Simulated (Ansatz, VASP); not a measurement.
BP in VASP and in Ansatz

The input POSCAR:

```
BP
1.0
    0.0000000000      2.2741519229      2.2741519229
    2.2741519229      0.0000000000      2.2741519229
    2.2741519229      2.2741519229      0.0000000000
B P
1 1
Direct
    0.0000000000      0.0000000000      0.0000000000
    0.2500000000      0.2500000000      0.2500000000
```

Contents of INCAR.step1:

```
SYSTEM = BP
PREC     = Accurate       ! precision mode
ENCUT    = 520            ! plane-wave cutoff, eV
ISMEAR   = 0              ! smearing method
SIGMA    = 0.02           ! smearing width, eV
LREAL    = .FALSE.        ! projectors in reciprocal space
LASPH    = .TRUE.         ! aspherical terms in the spheres
NELM     = 60             ! most SCF steps
NBANDS   = 11             ! bands
GGA      = PE             ! functional
ALGO     = Normal         ! electronic algorithm
EDIFF    = 1E-4           ! SCF threshold, eV
LWAVE    = .TRUE.         ! write WAVECAR
LCHARG   = .FALSE.        ! write CHGCAR
```

The input INCAR.step2:

```
SYSTEM = BP
PREC     = Accurate       ! precision mode
ENCUT    = 520            ! plane-wave cutoff, eV
EDIFF    = 1E-6           ! SCF threshold, eV
ISMEAR   = 0              ! smearing method
SIGMA    = 0.02           ! smearing width, eV
LREAL    = .FALSE.        ! projectors in reciprocal space
LASPH    = .TRUE.         ! aspherical terms in the spheres
NELM     = 60             ! most SCF steps
ALGO     = Normal         ! electronic algorithm
ISIF     = 2              ! what is computed and relaxed
LWAVE    = .FALSE.        ! write WAVECAR
LCHARG   = .FALSE.        ! write CHGCAR
METAGGA  = R2SCAN         ! meta-GGA
LMIXTAU  = .TRUE.       
NBANDS   = 11             ! bands
ISTART   = 1
```

Contents of KPOINTS:

```
Automatic mesh
0
G
  10 10 10
  0 0 0
```

Input for Ansatz:

```yaml
crystal:
  lattice:
    - [0.0, 2.2741519229, 2.2741519229]
    - [2.2741519229, 0.0, 2.2741519229]
    - [2.2741519229, 2.2741519229, 0.0]
  atoms:
    - { symbol: B, position: [0.0, 0.0, 0.0] }
    - { symbol: P, position: [0.25, 0.25, 0.25] }
basis:
  ecutwfc: 500
kpoints:
  mp_grid: { grid: [10, 10, 10] }
hamiltonian:
  xc: r2scan
scf:
  occupations: { method: gaussian, width: 0.02 }
output:
  forces: false
  stress: false
  eigenvalues: true
  eigenstates:
    kpoints:
      - [0.0, 0.0, 0.0]
      - [0.0, 0.00723885, 0.00723885]
      - [0.0, -0.00723885, -0.00723885]
      - [0.00723885, 0.0, 0.00723885]
      - [-0.00723885, 0.0, -0.00723885]
      - [0.00723885, 0.00723885, 0.0]
      - [-0.00723885, -0.00723885, 0.0]
      - [0.00511864, 0.00511864, 0.01023728]
      - [-0.00511864, -0.00511864, -0.01023728]
      - [0.00511864, 0.01023728, 0.00511864]
      - [-0.00511864, -0.01023728, -0.00511864]
      - [0.01023728, 0.00511864, 0.00511864]
      - [-0.01023728, -0.00511864, -0.00511864]
      - [0.008358704, 0.008358704, 0.008358704]
      - [-0.008358704, -0.008358704, -0.008358704]
      - [0.0, 0.414062, 0.414062]
      - [0.0, 0.42130085, 0.42130085]
      - [0.0, 0.40682315, 0.40682315]
      - [0.00723885, 0.414062, 0.42130085]
      - [-0.00723885, 0.414062, 0.40682315]
      - [0.00723885, 0.42130085, 0.414062]
      - [-0.00723885, 0.40682315, 0.414062]
      - [0.00511864, 0.41918064, 0.42429928]
      - [-0.00511864, 0.40894336, 0.40382472]
      - [0.00511864, 0.42429928, 0.41918064]
      - [-0.00511864, 0.40382472, 0.40894336]
      - [0.01023728, 0.41918064, 0.41918064]
      - [-0.01023728, 0.40894336, 0.40894336]
      - [0.008358704, 0.422420704, 0.422420704]
      - [-0.008358704, 0.405703296, 0.405703296]
    e_range: [-2.921307, 2.921307]
checkpoint:
  read: start.run
  write: ck
  compress: false
  write_wavefunctions: false
  write_every: 100000
```

Alike in both runs: task single point; functional r2SCAN; k mesh 10 × 10 × 10; occupations gaussian, width 0.02 eV; no spin polarisation.

|  | VASP | Ansatz |
| --- | --- | --- |
| version | VASP 6.6.1 | Ansatz 0.2.0 |
| potentials or method | VASP PAW PBE potentials, release 64 (B, P) | scalar-relativistic, plane waves, PAW |
| plane-wave cutoff (eV) | 520 | 500 |
| valence electrons in the cell | 8 | 8 |

```tsv
	VASP	Ansatz	Ansatz less VASP
gap on the k mesh at the Fermi level (eV)	1.46	1.43	-0.030
least direct gap on the mesh (eV)	3.63	3.59	-0.040
```

With one functional, cell and mesh, what is left measures potentials, basis and numerics.

Caveats: the PAW data sets were made with another functional, which shifts forces and pressure a little (VASP). r2SCAN opens gaps a little over a GGA but as a rule still falls short of measured ones. A k mesh can miss the band edges.
